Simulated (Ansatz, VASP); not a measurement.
**BN in VASP and in Ansatz**

File POSCAR:

```
BN
1.0
    2.3535078764      0.0000000000      0.0000000000
   -1.1767539382      2.0381976089      0.0000000000
    0.0000000000      0.0000000000      7.7626005546
B N
2 2
Direct
    0.3333333333      0.6666666667      0.2500000000
    0.6666666667      0.3333333333      0.7500000000
    0.3333333333      0.6666666667      0.7500000000
    0.6666666667      0.3333333333      0.2500000000
```

File INCAR.step1:

```
PREC = Accurate
ENCUT = 520
ISMEAR = 0
SIGMA = 0.05
LREAL = False
LASPH = True
NELM = 100
NBANDS = 16
GGA = PE
ALGO = Normal
EDIFF = 1E-4
LWAVE = True
LCHARG = False
```

File INCAR.step2:

```
PREC = Accurate
ENCUT = 520
EDIFF = 1E-7
ISMEAR = 0
SIGMA = 0.05
LREAL = False
LASPH = True
NELM = 100
ALGO = Normal
ISIF = 2
LWAVE = False
LCHARG = False
METAGGA = R2SCAN
LMIXTAU = True
NBANDS = 16
ISTART = 1
```

Contents of KPOINTS:

```
Automatic mesh
0
Gamma
  12 12 4
```

Input for Ansatz:

```yaml
crystal:
  lattice:
    - [2.3535078764, 0.0, 0.0]
    - [-1.1767539382, 2.0381976089, 0.0]
    - [0.0, 0.0, 7.7626005546]
  atoms:
    - { symbol: B, position: [0.3333333333, 0.6666666667, 0.25] }
    - { symbol: B, position: [0.6666666667, 0.3333333333, 0.75] }
    - { symbol: "N", position: [0.3333333333, 0.6666666667, 0.75] }
    - { symbol: "N", position: [0.6666666667, 0.3333333333, 0.25] }
basis:
  ecutwfc: 500
kpoints:
  mp_grid: { grid: [12, 12, 4] }
hamiltonian:
  xc: r2scan
scf:
  occupations: { method: gaussian, width: 0.05 }
output:
  forces: true
  stress: true
  eigenvalues: true
```

Alike in both runs: task single point; functional r2SCAN; k mesh 12 × 12 × 4; occupations gaussian, width 0.05 eV; no spin polarisation.

```csv
,VASP,Ansatz
version,VASP 6.6.1,Ansatz 0.2.0
potentials or method,"VASP PAW PBE potentials, release 64 (B, N)","scalar-relativistic, plane waves, PAW"
plane-wave cutoff (eV),520,500
valence electrons in the cell,16,16
```

|  | VASP | Ansatz | Ansatz less VASP |
| --- | --- | --- | --- |
| gap on the k mesh at the Fermi level (eV) | 4.57 | 4.58 | +0.012 |
| least direct gap on the mesh (eV) | 5.68 | 5.69 | +0.010 |

 A k mesh can miss the band edges. r2SCAN opens gaps a little over a GGA but as a rule still falls short of measured ones.
